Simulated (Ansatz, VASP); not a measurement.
## Si: VASP beside Ansatz

File INCAR:

```
SYSTEM = Si
PREC = Accurate ; ENCUT = 520
EDIFF = 1E-7 ; ISMEAR = 0
SIGMA = 0.1 ; LREAL = .FALSE.
LASPH = .TRUE. ; NELM = 100
ALGO = Fast ; ISIF = 2
LWAVE = .FALSE. ; LCHARG = .FALSE.
GGA = PE ; NBANDS = 31
```

Contents of KPOINTS:

```
regular mesh
0
G
  4 4 2
  0 0 0
```

File POSCAR:

```
Si
1.0
    3.9648979900      0.0000000000      0.0000000000
    0.0000000000      3.9648979900      0.0000000000
    0.0000000000      0.0000000000      9.5138290500
Si
10
Direct
    0.5000000000      0.5000000000      0.0000000000
    0.5000000000      0.5000000000      0.5000000000
    0.1422427900      0.7453324800      0.6397836100
    0.8577572100      0.2546675200      0.6397836100
    0.7453324800      0.8577572100      0.3602163900
    0.2546675200      0.1422427900      0.3602163900
    0.1422427900      0.2546675200      0.1397836100
    0.8577572100      0.7453324800      0.1397836100
    0.7453324800      0.1422427900      0.8602163900
    0.2546675200      0.8577572100      0.8602163900
```

Input for Ansatz:

```yaml
crystal:
  lattice:
    - [3.96489799, 0.0, 0.0]
    - [0.0, 3.96489799, 0.0]
    - [0.0, 0.0, 9.51382905]
  atoms:
    - { symbol: Si, position: [0.5, 0.5, 0.0] }
    - { symbol: Si, position: [0.5, 0.5, 0.5] }
    - { symbol: Si, position: [0.14224279, 0.74533248, 0.63978361] }
    - { symbol: Si, position: [0.85775721, 0.25466752, 0.63978361] }
    - { symbol: Si, position: [0.74533248, 0.85775721, 0.36021639] }
    - { symbol: Si, position: [0.25466752, 0.14224279, 0.36021639] }
    - { symbol: Si, position: [0.14224279, 0.25466752, 0.13978361] }
    - { symbol: Si, position: [0.85775721, 0.74533248, 0.13978361] }
    - { symbol: Si, position: [0.74533248, 0.14224279, 0.86021639] }
    - { symbol: Si, position: [0.25466752, 0.85775721, 0.86021639] }
basis:
  ecutwfc: 420
kpoints:
  mp_grid: { grid: [4, 4, 2] }
hamiltonian:
  xc: pbe
scf:
  occupations: { method: gaussian, width: 0.1 }
  lower_state_search: "off"
output:
  forces: true
  stress: true
  eigenvalues: true
```

Alike in both runs: task single point; functional PBE; k mesh 4 × 4 × 2; occupations gaussian, width 0.1 eV; no spin polarisation.

|  | VASP | Ansatz |
| --- | --- | --- |
| version | VASP 6.6.1 | Ansatz 0.2.0 |
| potentials or method | VASP PAW PBE potentials, release 64 (Si) | scalar-relativistic, plane waves, PAW |
| plane-wave cutoff (eV) | 520 | 420 |
| valence electrons in the cell | 40 | 40 |

Ansatz gave:

| Property | Result |
| --- | --- |
| gap on the k mesh at the Fermi level (eV) | none |
| rms of the force components (eV/Å) | 0.425 |

Estimate VASP's values.

gap on the k mesh at the Fermi level (eV): none; rms of the force components (eV/Å): 0.423.

Atom by atom the forces differ by 0.002 eV/Å (rms over components). A gap of «none» marks a metal or a gap that the smearing closes.

Caveats: the k mesh is coarse (spacing up to 0.40 Å⁻¹), so the values aren't converged.
